## Tungsten: levels at a point of the mesh not yet seen

Slightly distorted body-centred cubic tungsten has been computed with a hybrid functional, and the electron levels are known at six points of the mesh. Can they be used to work out the levels at a seventh point, (−½, −½, −½)?

Quantum ESPRESSO 7.5 calculation of tungsten in a randomly strained one-atom cell, with the hybrid functional vdW-DF-cx0 and no spin polarisation or spin-orbit coupling. It uses SPMS 1.0 PBE pseudopotentials, a 911.581 eV wavefunction cutoff, 4×4×4 meshes for k points and exact exchange, and 0.05 eV Methfessel-Paxton smearing. Levels are relative to the Fermi energy.

```csv
point a (reciprocal cell vector),point b (reciprocal cell vector),point c (reciprocal cell vector),level under 4 (eV),level under 3 (eV),level under 2 (eV),level under 1 (eV),level over 1 (eV),level over 2 (eV)
0.0000,0.0000,0.0000,-11.11,-1.87,-1.563,-0.775,3.684,4.135
0.0000,-0.5000,0.0000,-40.00,-39.54,-7.350,-4.292,0.824,3.809
0.2500,0.0000,0.0000,-39.55,-8.31,-2.989,-2.270,2.676,3.056
0.2500,0.2500,0.2500,-40.32,-3.75,-3.475,-3.340,4.916,5.181
0.2500,0.2500,-0.2500,-6.03,-2.97,-0.503,-0.480,2.492,4.811
0.2500,-0.2500,-0.5000,-40.13,-5.35,-4.066,-1.015,1.081,6.882
-0.5000,-0.5000,-0.5000,?,?,?,?,?,?
```

The columns count levels downwards and upwards from the Fermi energy, the border between filled and empty levels. They don't follow one band from row to row. An entry near −40 eV belongs to the 5p shell, which lies deep inside the atom, while entries within about eleven eV of zero belong to the metal's valence electrons. A jump between the two down a column means that the number of filled valence levels has changed.

**What the points mean.** A point of the mesh fixes the phase with which an orbital is repeated from atom to atom. At the first row, called Γ, all atoms carry the same phase. At the hidden point, called H, each atom has the opposite phase to its eight nearest neighbours and the same phase as its six second neighbours.

A chain of atoms with one s orbital each shows what such a reversal does. Equal phases give the bonding state at the bottom of the band, and alternating phases give the antibonding state at the top. The chain explains why H can differ so much from Γ. It has only one kind of orbital, however, and tungsten's d shell has two.

**Two kinds of d orbital.** In a cubic crystal the five d orbitals form a group of three, the triplet, and a group of two, the doublet. The table shows both at Γ: three levels just below the Fermi energy and two near 4 eV. Spin-orbit coupling is left out, so the spread within each group comes from the distortion of the cell.

The triplet bonds well with the nearest neighbours when all phases are equal, whereas the doublet is then antibonding. The second neighbours act the other way: they raise the triplet and lower the doublet. At Γ the two shells of neighbours therefore work against each other. At H the nearest-neighbour part changes sign and the other part doesn't, so both shells push the same way. The doublet should sink to the bottom of the d band and the triplet should rise to its top.

**Putting numbers on it.** The standard canonical ratios for hopping between d orbitals are −6 : 4 : −1 for σ, π and δ overlap, and the hopping falls with the fifth power of distance. For the doublet, the eight nearest neighbours contribute 8 × (⅔ × 4 − ⅓ × 1) = 18.7 at Γ. The six second neighbours contribute 3 × (−6 − 1) × 0.487 = −10.2, where 0.487 is the weakening with distance. At H the first part reverses, and the sum is −18.7 − 10.2 = −28.9.

I call this sum the ladder number, since it places each level on a common ladder. For the triplet the two parts are −12.44 and +6.82 at Γ, so that its ladder number is −5.6 there and 12.44 + 6.82 = 19.3 at H.

To turn ladder numbers into energies, I put a least-squares straight line through three filled entries. They are the mean of the triplet at Γ, the level under 1 in row 2, and the mean of the close pair just below zero in row 5, which lies halfway from Γ to H. The line is

energy in eV = −0.16 + 0.2435 × ladder number.

Three entries and two constants make a weak test, and H lies well beyond the fitted range. For the filled doublet at H the line gives −0.16 − 0.2435 × 28.9 = −7.2 eV.

**Where the line already fails.** In row 3, which was not used for the fit, the line comes within 0.3 eV of the mean of the two highest filled levels. In row 4, called P, the filled triplet lies 1.7 eV below the line. Theory offers a reason: d orbitals can mix there with the outer p orbitals, and the squared coupling is about six times that in row 5. Row 6 misses by 1.4 eV, but its low symmetry leaves open which d level is which. An error of about an electronvolt must therefore be allowed for.

**A puzzle among the empty levels.** The empty doublet at Γ lies 2.0 eV above the line. At P the nearest-neighbour part cancels and the second-neighbour part changes sign, which gives a ladder number of +10.2 and a line value of −0.16 + 0.2435 × 10.2 = 2.3 eV. The doublet found there, near 5.0 eV, is again too high, by 2.7 eV. The mean excess is about 2.4 eV.

Two simple explanations fit these two points equally well, and they need not be the only ones. The excess may belong to *empty* levels. A hybrid functional contains exact exchange, which is known to lower filled levels and raise empty ones. Or it may belong to the *doublet*, whose orbitals could simply have a higher energy on each atom. The line was drawn through triplet levels that are all filled, and the excess was read from doublets that are both empty, so these points alone can't separate the two.

H can, because the roles are exchanged there: the doublet should be filled and the triplet empty. Row 5 gives an early hint. The model assigns its level under 3, at −2.97 eV, to the doublet, and this level is filled. The line puts it at −2.2 eV, and the second explanation would lift it to about +0.2 eV. The same row also carries a warning. Its empty triplet-type level, which can't mix with s or p, has a ladder number of (16 + 2) × 0.487 = 8.8 and a line value of 2.0 eV. Its most likely match, the level over 1 at 2.492 eV, lies only 0.5 eV above the line. I base the forecast on the first explanation all the same, but a constant excess for all empty levels is a rough rule at best.

**The forecast for H.** The empty triplet should be centred at −0.16 + 0.2435 × 19.3 + 2.4 = 6.9 eV. The table will show only its lower two members. At Γ the lower two lie 0.3 eV below the centre of their triplet, so I take off the same amount.

With only two valence levels filled, the first two columns must reach down to the 5p shell. For these I borrow the value at P, where the directions x, y and z are equivalent in the cubic crystal, as they are at H.

| Levels at H | Forecast, eV | If the doublet itself lies higher, eV |
|---|---|---|
| level under 4 and level under 3 (5p), each | −40.3 ± 0.4 | same |
| mean of level under 2 and level under 1 | −7.2 ± 1.0 | −4.8 |
| mean of level over 1 and level over 2 | 6.6 ± 1.3 | 4.2 |

The ranges are my judgement of how far the model can be trusted, not errors of the fit. I make no forecast of how far the distortion splits each pair.

**The computed levels.**

The withheld rows as computed:

```csv
point a (reciprocal cell vector),point b (reciprocal cell vector),point c (reciprocal cell vector),level under 4 (eV),level under 3 (eV),level under 2 (eV),level under 1 (eV),level over 1 (eV),level over 2 (eV)
-0.5000,-0.5000,-0.5000,-40.67,-40.55,-6.663,-6.592,5.916,6.785
```

**How the forecast did.** The order is as foreseen: two 5p levels, two filled valence levels, then a wide stretch up to the empty ones. All the energies fall within their ranges, though not equally comfortably.

The filled doublet has a mean of −6.6 eV, so the forecast was too low by 0.6 eV. The deepest entry used for the line has a ladder number of about −17, while H needs −28.9. A small error in the slope grows over that distance, and a miss of this size needs no further cause.

The two empty levels have a mean of 6.35 eV, about 0.2 eV below the forecast. That is closer than the model deserves, since the excess it relies on differs by 0.7 eV between Γ and P. The agreement supports the picture, but it doesn't make the model accurate to 0.2 eV.

The 5p levels came out 0.2 to 0.4 eV lower than forecast, and the deeper one only just stays within its range. Symmetry makes H and P alike in how these levels group, but it doesn't make their energies equal. The direction of the miss follows from the phases: at P the nearest-neighbour part cancels, while at H the opposite phases make the head-on overlap of neighbouring p orbitals bonding, which lowers the 5p levels. Spin-orbit coupling would also split the real 5p shell by several eV, so these entries should not be compared with a measured core spectrum.

**Which explanation survives.** If the doublet itself lay higher, its filled levels at H would have come out near −4.8 eV and the empty triplet near 4.2 eV. Both values are wrong by about 2 eV, and both computed means lie on the side of the first explanation. A higher energy of the doublet on each atom therefore can't explain the excess on its own. That doesn't make the excess a fixed step for empty levels: the empty triplet-type level in row 5 has nearly the same ladder number as the doublet at Γ, 8.8 against 8.4, yet lies only about 0.5 eV above the line instead of 2.0 eV. The kind of orbital and the height above the Fermi energy may both play a part, and a ladder that simply bends upwards is not excluded by these few levels.

That exact exchange causes the excess remains an argument from theory. Neighbouring d orbitals also overlap, and overlap raises antibonding levels more than it lowers bonding ones, which would push in the same direction. A calculation of the same cell with an ordinary functional without exact exchange would show how much each contributes. In a metal, exact exchange without screening is known to spread the levels too far, so the size of the excess should not be taken as a property of real tungsten. The potentials were made for another functional, PBE, the meshes for the k points and for exact exchange are coarse, and spin-orbit coupling is missing from the valence levels too. How much these shift the levels has not been tested.

**What this means for the metal.** The stretch of more than 12 eV between filled and empty levels at H is not a band gap. Γ has four filled valence levels and H has two, so bands must cross the Fermi energy on the way. For one pair of bands, the close pair in row 5, the table shows roughly where: halfway to H it is still filled, half an electronvolt below zero, and by H the triplet to which it belongs is empty. The crossing of this pair therefore lies in the outer half of the path; other bands may cross elsewhere. Its exact place depends on the Fermi energy, which a mesh as coarse as this one fixes only roughly.

The same reasoning can be used at other points of high symmetry, as long as triplet and doublet don't mix there. First ask which neighbours are in phase and which are opposed, and then whether the two shells help or hinder each other for the orbital in question. Where they help, the level moves to an edge of the d band; where they oppose each other, it stays nearer the middle. Mixing with s and p orbitals can then shift it, which is the likely reason for the low filled triplet at P.
